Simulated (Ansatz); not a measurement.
# Iron, simple cubic under PBEsol: ground state and equation of state, part 2 of 2

The plan for iron in the simple cubic structure: relax it, solve it on a dense k-mesh, then scale the cell to 7 volumes from 88 to 112 % of the relaxed one and try a fit of the equation of state. The start is ferromagnetic. The k-meshes are 13×13×13 for the relaxation; 22×22×22 for the dense run; 15×15×15 for the volumes.

Ansatz 0.2.0; DFT, PBEsol, plane waves (420 eV) with PAW, scalar-relativistic.

## Step 6: Volume × 0.96

This is Fe in the simple cubic structure; at room conditions it is bcc.

File input.yaml:

```yaml
crystal:
  lattice:
    - [2.2975772252, 0.0, 0.0]
    - [0.0, 2.2975772252, 0.0]
    - [0.0, 0.0, 2.2975772252]
  atoms:
    - { symbol: Fe, position: [0.0, 0.0, 0.0], spin: 2.263 }
hamiltonian:
  xc: pbesol
  pseudopotentials:
    kind: paw
    azcp:
      Fe: "pseudopotentials/Fe.paw.azcp"
basis:
  ecutwfc: 420
  fft_grid_basis: typed
kpoints:
  mp_grid: { grid: [15, 15, 15], shift: [0, 0, 0] }
magnetization:
  spin_polarized: true
scf:
  occupations: { method: fermi_dirac, width: 0.05 }
  lower_state_search: "off"
output:
  stress: true
```

Log (excerpt; [...] marks lines left out):

```text
Warning: <dir> the record states the generating functional pbe (its physics header spells it `PBE`), which answers neither for hamiltonian.xc's functional nor for the pbesol family's — results may be inconsistent (PPs are generated against a specific XC)
Warning: RAYON_NUM_THREADS=2 ignored (pool sized by the plan → 2); use --threads N
[...]
Pseudopotentials: kind: paw
Pseudopotential: Fe, paw, valence charge 16, recommended cutoff 420 eV (normal), <dir>
Functional definition: PBEsol
[...]
Crystal: 1 atoms, lattice volume = 12.129 Å³
Basis set: ecut = 420 eV, 251 PW (Γ)
Bands: 14, of which v1, the nominal top of the filled ones, is band 8 counted from 1 (7 counted from 0)
Symmetry: 48 space group operations
Space group: Pm-3m (ITA 221), of the structure as read, at distance tolerance 2.3e-5 Å
Magnetic group: BNS 221.92 (UNI 1594), of the structure as read, at distance tolerance 2.3e-5 Å
k-points: 120 of 3375
[...]
Starting moments: Σ|m| = 2.263 μB on 1 of 1 site
[...]
SCF iter   1: F=—  HF=-4447.833111 eV  |F-HF|=—  |Δ(HF+E_count)|=         —  Δρ=4.12e-2 (↑2.56e-2 ↓4.12e-2)  dr2=1.02e-1  dr2_m=6.96e-2  M=2.097 μB ∫|m|=2.106 μB  β_m=1.00  ethr=6.34e-4  ⟨swp⟩=1.0  Hψ=21704  notcnv=0
[...]
spin-set hold released at iteration 6 (site moments contracting): the magnetisation degrees of freedom join the quasi-Newton model from the next iteration; the mixer history was flushed
[...]
SCF iter  12: F=-4447.985916 eV  HF=-4447.985916 eV  |F-HF|=8.87e-10  |Δ(HF+E_count)|=   1.85e-7  Δρ=5.06e-6 (↑1.95e-6 ↓5.06e-6)  dr2=1.26e-9  dr2_m=1.10e-9  M=2.237 μB ∫|m|=2.291 μB  ethr=5.47e-10  ⟨swp⟩=3.8  Hψ=8808  notcnv=0
[...]
SCF converged after 12 iterations
Magnetization: 2.2374 μB (9.1187 up, 6.8813 down)
Absolute magnetization: 2.2914 μB (∫|ρ↑−ρ↓|, with the PAW one-centre terms)
Spin contamination: 0.0230 ħ² per cell (⟨S²⟩ above its minimum at these occupations)
Per-site moments (μB) at R_I (Å): [(2.193112407853505, 0.9477506053950001)]
Free energy (F): -4447.985916 eV
[...]
E sigma→0 (E₀):  -4447.982631 eV
Entropy (-TS):   -0.006571 eV (-6.571 meV/atom)
Fermi energy:    17.138199 eV
[...]
--- Stress (GPa, compression-positive) ---
        6.226955       0.000000       0.000000
        0.000000       6.226955      -0.000000
       -0.000000      -0.000000       6.226955
  P = ⅓ Tr σ = 6.2270 GPa (62.270 kbar)
```

Wall time 2.5 s (2 threads of an Arm CPU, shared host); peak memory 0.26 GiB.

## Step 7: Volume × 1.0

input.yaml: that of step 6 with these lines changed.

```diff
@@ -2,5 +2,5 @@
   lattice:
-    - [2.2975772252, 0.0, 0.0]
-    - [0.0, 2.2975772252, 0.0]
-    - [0.0, 0.0, 2.2975772252]
+    - [2.3290547973, 0.0, 0.0]
+    - [0.0, 2.3290547973, 0.0]
+    - [0.0, 0.0, 2.3290547973]
   atoms:
```

Log (excerpt; [...] marks lines left out):

```text
Warning: <dir> the record states the generating functional pbe (its physics header spells it `PBE`), which answers neither for hamiltonian.xc's functional nor for the pbesol family's — results may be inconsistent (PPs are generated against a specific XC)
Warning: RAYON_NUM_THREADS=2 ignored (pool sized by the plan → 2); use --threads N
[...]
[... 3 set-up lines as earlier in the session ...]
[...]
Crystal: 1 atoms, lattice volume = 12.634 Å³
Basis set: ecut = 420 eV, 251 PW (Γ)
Bands: 14, of which v1, the nominal top of the filled ones, is band 8 counted from 1 (7 counted from 0)
[... 2 set-up lines as earlier in the session ...]
Magnetic group: BNS 221.92 (UNI 1594), of the structure as read, at distance tolerance 2.3e-5 Å
k-points: 120 of 3375
[...]
Starting moments: Σ|m| = 2.263 μB on 1 of 1 site
[...]
SCF iter   1: F=—  HF=-4447.824740 eV  |F-HF|=—  |Δ(HF+E_count)|=         —  Δρ=4.41e-2 (↑2.02e-2 ↓4.41e-2)  dr2=8.00e-2  dr2_m=8.62e-2  M=2.194 μB ∫|m|=2.203 μB  β_m=1.00  ethr=4.99e-4  ⟨swp⟩=1.0  Hψ=21758  notcnv=0
[...]
spin-set hold released at iteration 5 (site moments contracting): the magnetisation degrees of freedom join the quasi-Newton model from the next iteration; the mixer history was flushed
[...]
SCF iter  11: F=-4447.994214 eV  HF=-4447.994214 eV  |F-HF|=1.20e-9  |Δ(HF+E_count)|=   1.44e-7  Δρ=8.49e-6 (↑6.21e-6 ↓8.49e-6)  dr2=5.08e-10  dr2_m=6.23e-9  M=2.292 μB ∫|m|=2.352 μB  ethr=4.22e-10  ⟨swp⟩=3.5  Hψ=8825  notcnv=0
[...]
SCF converged after 11 iterations
Magnetization: 2.2925 μB (9.1462 up, 6.8538 down)
Absolute magnetization: 2.3520 μB (∫|ρ↑−ρ↓|, with the PAW one-centre terms)
Spin contamination: 0.0257 ħ² per cell (⟨S²⟩ above its minimum at these occupations)
Per-site moments (μB) at R_I (Å): [(2.2552167606088553, 0.9607351038862499)]
Free energy (F): -4447.994214 eV
[...]
E sigma→0 (E₀):  -4447.991084 eV
Entropy (-TS):   -0.006261 eV (-6.261 meV/atom)
Fermi energy:    16.278353 eV
[...]
--- Stress (GPa, compression-positive) ---
       -0.715204      -0.000000       0.000000
       -0.000000      -0.715204       0.000000
        0.000000       0.000000      -0.715204
  P = ⅓ Tr σ = -0.7152 GPa (-7.152 kbar)
```

Wall time 2.2 s (2 threads of an Arm CPU, shared host); peak memory 0.26 GiB.

## Step 8: Volume × 1.04

input.yaml: that of step 7 with these lines changed.

```diff
@@ -2,5 +2,5 @@
   lattice:
-    - [2.3290547973, 0.0, 0.0]
-    - [0.0, 2.3290547973, 0.0]
-    - [0.0, 0.0, 2.3290547973]
+    - [2.3597037699, 0.0, 0.0]
+    - [0.0, 2.3597037699, 0.0]
+    - [0.0, 0.0, 2.3597037699]
   atoms:
@@ -25 +25,5 @@
   stress: true
+  write_density: true
+  write_potential: true
+  elf: true
+  volumetric_format: npy
```

Log (excerpt; [...] marks lines left out):

```text
Warning: <dir> the record states the generating functional pbe (its physics header spells it `PBE`), which answers neither for hamiltonian.xc's functional nor for the pbesol family's — results may be inconsistent (PPs are generated against a specific XC)
Warning: RAYON_NUM_THREADS=2 ignored (pool sized by the plan → 2); use --threads N
[...]
[... 3 set-up lines as earlier in the session ...]
[...]
Crystal: 1 atoms, lattice volume = 13.139 Å³
Basis set: ecut = 420 eV, 251 PW (Γ)
Bands: 14, of which v1, the nominal top of the filled ones, is band 8 counted from 1 (7 counted from 0)
[... 1 set-up line as earlier in the session ...]
Space group: Pm-3m (ITA 221), of the structure as read, at distance tolerance 2.4e-5 Å
Magnetic group: BNS 221.92 (UNI 1594), of the structure as read, at distance tolerance 2.4e-5 Å
k-points: 120 of 3375
[...]
Starting moments: Σ|m| = 2.263 μB on 1 of 1 site
[...]
SCF iter  11: F=-4447.982893 eV  HF=-4447.982893 eV  |F-HF|=4.75e-10  |Δ(HF+E_count)|=   5.99e-8  Δρ=4.24e-6 (↑2.62e-6 ↓4.24e-6)  dr2=4.35e-10  dr2_m=1.30e-9  M=2.342 μB ∫|m|=2.407 μB  ethr=3.63e-10  ⟨swp⟩=7.0  Hψ=16697  notcnv=0
[...]
SCF converged after 11 iterations
Magnetization: 2.3417 μB (9.1708 up, 6.8292 down)
Absolute magnetization: 2.4074 μB (∫|ρ↑−ρ↓|, with the PAW one-centre terms)
Spin contamination: 0.0286 ħ² per cell (⟨S²⟩ above its minimum at these occupations)
Per-site moments (μB) at R_I (Å): [(2.311826251387073, 0.9733778050837499)]
Free energy (F): -4447.982893 eV
[...]
E sigma→0 (E₀):  -4447.979569 eV
Entropy (-TS):   -0.006649 eV (-6.649 meV/atom)
Fermi energy:    15.507808 eV
[...]
--- Stress (GPa, compression-positive) ---
       -6.267236       0.000000       0.000000
        0.000000      -6.267236       0.000000
        0.000000       0.000000      -6.267236
  P = ⅓ Tr σ = -6.2672 GPa (-62.672 kbar)
--- Band table (eV; the first three rows and the last of 240) ---
  k-point 0 ↑: bands = ["-72.2911", "-38.2314", "-38.2314", "-38.2314", "7.5754", "11.5909", "11.5909", "15.0964", "15.0964", "15.0964", "34.1631", "34.1631", "34.1631", "38.0850"]
[...]
```

Run time: 3 s. Hardware: 2 threads of an Arm CPU, shared host; peak memory 0.27 GiB.

## Step 9: Volume × 1.08

input.yaml: that of step 8 with these lines changed.

```diff
@@ -2,5 +2,5 @@
   lattice:
-    - [2.3597037699, 0.0, 0.0]
-    - [0.0, 2.3597037699, 0.0]
-    - [0.0, 0.0, 2.3597037699]
+    - [2.3895766091, 0.0, 0.0]
+    - [0.0, 2.3895766091, 0.0]
+    - [0.0, 0.0, 2.3895766091]
   atoms:
@@ -25,5 +25 @@
   stress: true
-  write_density: true
-  write_potential: true
-  elf: true
-  volumetric_format: npy
```

Log (excerpt; [...] marks lines left out):

```text
Warning: <dir> the record states the generating functional pbe (its physics header spells it `PBE`), which answers neither for hamiltonian.xc's functional nor for the pbesol family's — results may be inconsistent (PPs are generated against a specific XC)
Warning: RAYON_NUM_THREADS=2 ignored (pool sized by the plan → 2); use --threads N
[...]
[... 3 set-up lines as earlier in the session ...]
[...]
Crystal: 1 atoms, lattice volume = 13.645 Å³
Basis set: ecut = 420 eV, 251 PW (Γ)
Bands: 14, of which v1, the nominal top of the filled ones, is band 8 counted from 1 (7 counted from 0)
[... 2 set-up lines as earlier in the session ...]
Magnetic group: BNS 221.92 (UNI 1594), of the structure as read, at distance tolerance 2.4e-5 Å
k-points: 120 of 3375
[...]
Starting moments: Σ|m| = 2.263 μB on 1 of 1 site
[...]
SCF iter  12: F=-4447.955756 eV  HF=-4447.955756 eV  |F-HF|=7.42e-10  |Δ(HF+E_count)|=   3.67e-9  Δρ=1.93e-6 (↑1.68e-6 ↓1.93e-6)  dr2=8.44e-10  dr2_m=8.93e-11  M=2.384 μB ∫|m|=2.455 μB  ethr=2.51e-10  ⟨swp⟩=2.1  Hψ=9894  notcnv=0
[...]
SCF converged after 12 iterations
an eigenvalue changed by more than its tolerance at an iteration that met the thresholds in force, so the SCF went on 1 time: the last check found none over its tolerance
Magnetization: 2.3842 μB (9.1921 up, 6.8079 down)
Absolute magnetization: 2.4552 μB (∫|ρ↑−ρ↓|, with the PAW one-centre terms)
Spin contamination: 0.0316 ħ² per cell (⟨S²⟩ above its minimum at these occupations)
Per-site moments (μB) at R_I (Å): [(2.361685753340585, 0.9857003512537501)]
Free energy (F): -4447.955756 eV
[...]
E sigma→0 (E₀):  -4447.951886 eV
Entropy (-TS):   -0.007740 eV (-7.740 meV/atom)
Fermi energy:    14.804801 eV
[...]
--- Stress (GPa, compression-positive) ---
      -10.722205       0.000000       0.000000
        0.000000     -10.722205       0.000000
       -0.000000       0.000000     -10.722205
  P = ⅓ Tr σ = -10.7222 GPa (-107.222 kbar)
```

It took 2.7 s on 2 threads of an Arm CPU, shared host; peak memory 0.26 GiB.

## Step 10: Volume × 1.12

input.yaml: that of step 9 with these lines changed.

```diff
@@ -2,5 +2,5 @@
   lattice:
-    - [2.3895766091, 0.0, 0.0]
-    - [0.0, 2.3895766091, 0.0]
-    - [0.0, 0.0, 2.3895766091]
+    - [2.4187206596, 0.0, 0.0]
+    - [0.0, 2.4187206596, 0.0]
+    - [0.0, 0.0, 2.4187206596]
   atoms:
```

Log (excerpt; [...] marks lines left out):

```text
Warning: <dir> the record states the generating functional pbe (its physics header spells it `PBE`), which answers neither for hamiltonian.xc's functional nor for the pbesol family's — results may be inconsistent (PPs are generated against a specific XC)
Warning: RAYON_NUM_THREADS=2 ignored (pool sized by the plan → 2); use --threads N
[...]
[... 3 set-up lines as earlier in the session ...]
[...]
Crystal: 1 atoms, lattice volume = 14.150 Å³
Basis set: ecut = 420 eV, 257 PW (Γ)
Bands: 14, of which v1, the nominal top of the filled ones, is band 8 counted from 1 (7 counted from 0)
[... 2 set-up lines as earlier in the session ...]
Magnetic group: BNS 221.92 (UNI 1594), of the structure as read, at distance tolerance 2.4e-5 Å
k-points: 120 of 3375
[...]
Starting moments: Σ|m| = 2.263 μB on 1 of 1 site
[...]
spin-set hold released at iteration 9 (site moments contracting): the magnetisation degrees of freedom join the quasi-Newton model from the next iteration; the mixer history was flushed
[...]
SCF iter  15: F=-4447.916922 eV  HF=-4447.916922 eV  |F-HF|=9.06e-10  |Δ(HF+E_count)|=   3.31e-7  Δρ=6.85e-6 (↑3.85e-6 ↓6.85e-6)  dr2=7.07e-10  dr2_m=3.60e-9  M=2.467 μB ∫|m|=2.540 μB  ethr=1.71e-10  ⟨swp⟩=3.9  Hψ=8625  notcnv=0
[...]
SCF converged after 15 iterations
Magnetization: 2.4670 μB (9.2335 up, 6.7665 down)
Absolute magnetization: 2.5405 μB (∫|ρ↑−ρ↓|, with the PAW one-centre terms)
Spin contamination: 0.0344 ħ² per cell (⟨S²⟩ above its minimum at these occupations)
Per-site moments (μB) at R_I (Å): [(2.4461070927449207, 0.9977222720850001)]
Free energy (F): -4447.916922 eV
[...]
E sigma→0 (E₀):  -4447.911750 eV
Entropy (-TS):   -0.010342 eV (-10.342 meV/atom)
Fermi energy:    14.149723 eV
[...]
--- Stress (GPa, compression-positive) ---
      -13.590304       0.000000       0.000000
        0.000000     -13.590304       0.000000
        0.000000       0.000000     -13.590304
  P = ⅓ Tr σ = -13.5903 GPa (-135.903 kbar)
```

It took 3.8 s on 2 threads of an Arm CPU, shared host; peak memory 0.26 GiB.

## Step 11: Fitting the volumes

The cell was scaled evenly, with its shape and the fractional positions fixed.

```tsv
V (Å³/atom)	E − E₀ (meV/atom)	P from the stress (GPa)	P from the fit (GPa)	largest moment (μB)
11.118	101.4	21.68	24.42	1.89
11.623	41.5	14.43	14.45	2.11
12.129	8.2	6.23	6.22	2.19
12.634	-0.3	-0.72	-0.59	2.26
13.139	11.3	-6.27	-6.25	2.31
13.645	38.9	-10.72	-10.94	2.36
14.150	79.1	-13.59	-14.84	2.45
```

Fit (Birch-Murnaghan, third order): V₀ = 12.586 Å³/atom, B₀ = 157 GPa, B₀′ = 3.7, largest residual 0.67 meV/atom.

The fit is made to E(σ → 0), while the stress belongs to the free energy F; that is one source of the offset between the two pressures.

## Step 12: Summary of results

This closing draws on all 2 parts.

| quantity | value |
| --- | --- |
| space group (spins left aside) | Pm-3m (No. 221) |
| conventional cell | a = 2.329 Å |
| volume | 12.634 Å³/atom |
| shortest distance | 2.329 Å |
| gap on the mesh | none (levels filled in part) |
| magnetic state | ferromagnetic, up to 2.26 μB per atom |
| relative to bcc, ferromagnetic | +859 meV/atom |
| V₀, B₀, B₀′ | 12.586 Å³/atom, 157 GPa, 3.7 |

**Reading.** From the guessed start the volume shrank by 0.7 % in 4 steps. Against the reference form of iron (bcc, ferromagnetic, computed apart with the same settings) it stands 859 meV/atom higher, so it is far from stable. The final state is ferromagnetic (largest moment 2.26 μB). No gap shows: it is a metal or semimetal at this level. B₀ comes out at 157 GPa. The symmetry was held, so the structure may be unstable against distortions that break it.
